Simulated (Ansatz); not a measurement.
How fast does Si move in Si?

Theory: DFT PBEsol, scalar-relativistic, plane waves, PAW in Ansatz. (420 eV cutoff, 2×2×2 k-mesh, shifted by half a step, Gaussian smearing of 0.02 eV, no spin polarisation)

Host crystal, relaxed:

```xyz
2
Lattice="0.0000 2.7169 2.7169 2.7169 0.0000 2.7169 2.7169 2.7169 0.0000" Properties=species:S:1:pos:R:3 pbc="T T T"
Si    4.0754    4.0754    4.0754
Si    2.7169    2.7169    2.7169
```

In a supercell of 32 host sites with charge -2, Si trades places with a neighbouring Si vacancy, moving 1.69 Å. Climbing-image nudged elastic band at fixed cell; the order of the saddle wasn't checked, and the small cell leaves errors of about a tenth of an eV.

```csv
image,path (Å),E − E(0) (eV)
0,0.00,0.000
1,0.37,0.043
2,0.73,0.030
3,1.10,0.000
4,1.46,0.083
5,1.73,0.023
6,2.00,0.000
```

Question: What are the barriers forward and back, and what attempt frequency does the shape suggest?

Answer: Forward 0.08 eV, back 0.08 eV, the ends being level. For a sinusoidal profile E_b sin²(πx/l), with the Si atom alone moving, ν = (1/l)√(E_b/2m) = 2.2×10¹² s⁻¹, within an order of magnitude of the customary 10¹³ s⁻¹; a true prefactor needs the vibrations at the minimum and at the saddle.

Question: With ν = 10¹³ s⁻¹, how often does the exchange happen at 300, 600 and 1000 K once atom and vacancy are neighbours, taking the host as solid throughout? Does that give the diffusivity?

Answer: k = ν exp(−E_b/k_BT):
| T (K) | k (1/s) | wait (s) |
| --- | --- | --- |
| 300 | 4.0×10¹¹ | 2.5×10⁻¹² |
| 600 | 2.0×10¹² | 5.0×10⁻¹³ |
| 1000 | 3.8×10¹² | 2.6×10⁻¹³ |

No. The atom can jump only when a vacancy is beside it, so where vacancies are thermal the activation energy of diffusion adds the vacancy's formation energy; where doping, quenching or off-stoichiometry fixes their number, it doesn't. And repeated exchanges only swap the two back and forth: Si gets on when the vacancy moves round it by other jumps, which the correlation factor counts. An error of 0.1 eV in the barrier changes k by a factor of 48 at 300 K and 3.2 at 1000 K.

Cost: 1 run of about 31 core-minutes, on Intel Xeon Processor @ 2.50GHz (Skylake/Cascade Lake) (shared hosts).